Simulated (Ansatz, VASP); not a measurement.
**KBr: VASP beside Ansatz**

File INCAR:

```
SYSTEM = KBr
PREC = Accurate
ENCUT = 520
EDIFF = 1E-7
ISMEAR = -1
SIGMA = 0.05
LREAL = .False.
LASPH = .True.
NELM = 80
ALGO = Normal
ISIF = 2
LWAVE = .False.
LCHARG = .False.
GGA = PE
NBANDS = 15
```

KPOINTS

```
Automatic mesh
0
Gamma
  7 7 7
  0 0 0
```

POSCAR

```
KBr
1.0
    4.0702779195      0.0000000000      0.0000000000
    0.0000000000      4.0702779195      0.0000000000
    0.0000000000      0.0000000000      4.0702779195
Br K
1 1
Direct
    0.5000000000      0.5000000000      0.5000000000
    0.0000000000      0.0000000000      0.0000000000
```

The input input.yaml:

```yaml
crystal:
  lattice:
    - [4.0702779195, 0.0, 0.0]
    - [0.0, 4.0702779195, 0.0]
    - [0.0, 0.0, 4.0702779195]
  atoms:
    - { symbol: Br, position: [0.5, 0.5, 0.5] }
    - { symbol: K, position: [0.0, 0.0, 0.0] }
hamiltonian:
  xc: pbe
  pseudopotentials: { kind: paw }
kpoints:
  mp_grid: { grid: [7, 7, 7] }
scf:
  occupations: { method: fermi_dirac, width: 0.05 }
output:
  forces: true
  stress: true
  eigenvalues: true
```

Change from the starting cell: volume scaled by 1.02.

Alike in both runs: task single point; functional PBE; k mesh 7 × 7 × 7; occupations fermi-dirac, width 0.05 eV; no spin polarisation.

```csv
,VASP,Ansatz
version,VASP 6.6.1,Ansatz 0.2.0
potentials or method,"VASP PAW PBE potentials, release 64 (Br, K_sv)",Ansatz PAW
plane-wave cutoff (eV),520,420
valence electrons in the cell,16,16
```

```tsv
	VASP	Ansatz	Ansatz less VASP
gap on the k mesh at the Fermi level (eV)	3.83	3.83	+0.001
least direct gap on the mesh (eV)	4.06	4.06	0.000
pressure (GPa)	-0.3	-0.3	-0.02
```

Caveats: an odd mesh through Γ misses points on the zone boundary, where band edges often lie (VASP); odd divisions of the mesh miss points on the zone boundary, where band edges often lie, so the gap on the mesh can be too wide (Ansatz).
